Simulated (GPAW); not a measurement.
Crystal: KTaO3.

```
Ta K O
1.0
     3.98830    0.00000    0.00000
     0.00000    3.98830    0.00000
     0.00000    0.00000    3.98830
Ta K O
1 1 3
Direct
  0.00000 0.00000 0.00000
  0.50000 0.50000 0.50000
  0.00000 0.00000 0.50000
  0.00000 0.50000 0.00000
  0.50000 0.00000 0.00000
```

Base run:

| Item | Value |
| --- | --- |
| Program | GPAW 26.7.0 |
| Functional | PBE |
| Potentials or basis | GPAW PAW data sets (gpaw-data 1.2.1) |
| Cutoff | 800 eV |
| Basis | pw |
| k mesh | 6 × 6 × 6 |
| Occupations | fermi-dirac, width 0.05 eV |
| Spin | spin-orbit coupling, no magnetisation |

Its results: band gap on the k mesh 2.01 eV, indirect (least direct gap 2.54 eV); pressure 6.1 GPa.

Problem. The run is repeated on the same cell with these changes: spin from spin-orbit coupling, no magnetisation to no spin polarisation; hubbard terms from none to Ta d U = 2 eV. What comes out?

Solution. Band gap on the k mesh 2.54 eV, indirect (least direct gap 3.20 eV); pressure 7.7 GPa.

Several settings changed at once, so the effect can't be laid on one alone.

Caveats: spin-orbit coupling was added after a scalar SCF, so levels and gaps hold it while energy, forces, pressure and moments don't (some runs); this program's spin-orbit splittings come out too wide for heavy elements (some runs); spin-orbit coupling is left out, which moves the levels of the heavy elements (some runs).

Not every run made on this cell is shown here.
